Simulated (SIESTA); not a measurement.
The system is In.

```
CELL_PARAMETERS angstrom
3.33548 0.00000 0.00000
-1.66774 2.88861 0.00000
0.00000 0.00000 5.50914
ATOMIC_POSITIONS crystal
In 0.66667 0.33333 0.75000
In 0.33333 0.66667 0.25000
```

This isn't the form of In at room conditions, which is tetragonal.

- Program: SIESTA 5.4.2
- Task: single point
- Functional: PBEsol
- Potentials or basis: PseudoDojo 0.4 standard (PBEsol files)
- Basis: DZP (energy shift 0.003 Ry; two zetas on semicore shells)
- Grid cutoff: 500 Ry
- Energy shift: 0.003 Ry
- k mesh: 9 × 9 × 5
- Occupations: fermi-dirac, width 0.05 eV
- Spin: no spin polarisation

On this cell: pressure -1.0 GPa; largest force under 0.003 eV/Å; band gap on the k mesh none (metal or under the smearing width).

The same run follows on a disturbed copy (atoms moved at random, drawn with an rms of 0.05 Å):

```
In
1.0
     3.33548    0.00000    0.00000
    -1.66774    2.88861    0.00000
     0.00000    0.00000    5.50914
In
2
Direct
  0.67002 0.33591 0.74904
  0.32037 0.68022 0.25626
```

Problem. What does the disturbed cell give?

Solution. The energy (extrapolated to zero smearing) moves by +1.4 meV/atom; pressure -1.0 GPa; largest force 0.112 eV/Å; band gap on the k mesh none (metal or under the smearing width).

Forces in eV/Å, atoms in the order of the input:
```
In  -0.018  0.007  0.110
In   0.018 -0.007 -0.110
```

Stress tensor (GPa, compression positive):
```
-1.11  0.17 -0.01
 0.17 -0.96  0.00
-0.01  0.00 -0.82
```

Caveats: the basis of atomic orbitals isn't converged, which shifts pressures, moduli and gaps.
